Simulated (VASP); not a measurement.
A run of VASP 6.6.1 is set up as follows.

INCAR

```
PREC = Accurate
ENCUT = 580
EDIFF = 1E-7
ISMEAR = 0
SIGMA = 0.1
LREAL = False
LASPH = True
NELM = 100
ALGO = Normal
ISIF = 3
LWAVE = False
LCHARG = False
GGA = PS
IBRION = 2
NSW = 90
EDIFFG = -0.005
```

The input KPOINTS:

```
Automatic mesh
0
Gamma
  16 16 10
```

The input POSCAR:

```
C
1.0
    2.1273203100     -1.2282824400      0.0000000000
    2.1273203100      1.2282824400      0.0000000000
   -1.3790696300      0.0000000000      3.5028300800
C
2
Direct
    0.8333555300      0.8333555300      0.0000930400
    0.1666444700      0.1666444700      0.9999069600
```

Potentials or basis: VASP PAW PBE potentials, release 64 (C).

Run with:

```bash
$ cat potpaw_PBE.64/C/POTCAR > POTCAR
$ mpirun -np 1 vasp_std > vasp.out
```

Question: Predict the space group after relaxing (to 0.05 Å).

Answer: R-3m (No. 166).

Question: Predict the relaxed volume.

Answer: 9.40 Å³/atom.

The path:
| step | energy change (eV) | largest force (eV/Å) | pressure (GPa) | volume (Å³) |
| --- | --- | --- | --- | --- |
| 1 | 0.0000 | 0.0040 | 1.26 | 18.31 |
| 2 | 0.0012 | 0.0073 | -2.55 | 18.50 |
| 3 | -0.0003 | 0.0018 | 0.10 | 18.36 |
| 4 | -0.0003 | 0.0017 | 0.06 | 18.36 |
| 5 | -0.0003 | 0.0034 | 0.04 | 18.38 |
| 6 | -0.0004 | 0.0168 | 0.05 | 18.41 |
| 7 | -0.0004 | 0.0439 | 0.02 | 18.49 |
| 8 | -0.0004 | 0.0982 | -0.02 | 18.64 |
| 9 | -0.0004 | 0.0607 | 0.02 | 18.54 |
| 10 | -0.0005 | 0.0593 | 0.01 | 18.54 |
| 11 | -0.0005 | 0.0556 | 0.01 | 18.55 |
| 12 | -0.0005 | 0.0484 | 0.00 | 18.56 |
| 13 | -0.0005 | 0.0367 | 0.02 | 18.58 |
| 14 | -0.0006 | 0.0359 | 0.03 | 18.63 |
| 15 | -0.0005 | 0.0950 | 0.04 | 18.73 |
| 16 | -0.0006 | 0.0552 | 0.04 | 18.67 |
| 17 | -0.0006 | 0.0473 | 0.01 | 18.69 |
| 18 | -0.0006 | 0.0427 | 0.02 | 18.70 |
| 19 | -0.0006 | 0.0335 | 0.01 | 18.72 |
| 20 | -0.0007 | 0.0152 | 0.03 | 18.77 |
| 21 | -0.0006 | 0.0224 | 0.03 | 18.86 |
| 22 | -0.0007 | 0.0062 | 0.05 | 18.79 |
| 23 | -0.0007 | 0.0059 | 0.05 | 18.81 |
| 24 | -0.0007 | 0.0033 | 0.05 | 18.80 |
| 25 | -0.0007 | 0.0036 | 0.03 | 18.81 |
| 26 | -0.0007 | 0.0028 | 0.02 | 18.81 |
| 27 | -0.0007 | 0.0019 | -0.01 | 18.81 |

Caveat: the PAW data sets were made with another functional, which shifts forces and pressure a little; this functional lacks dispersion, which binds the layers, so the pressure and a relaxed spacing across them are unreliable.
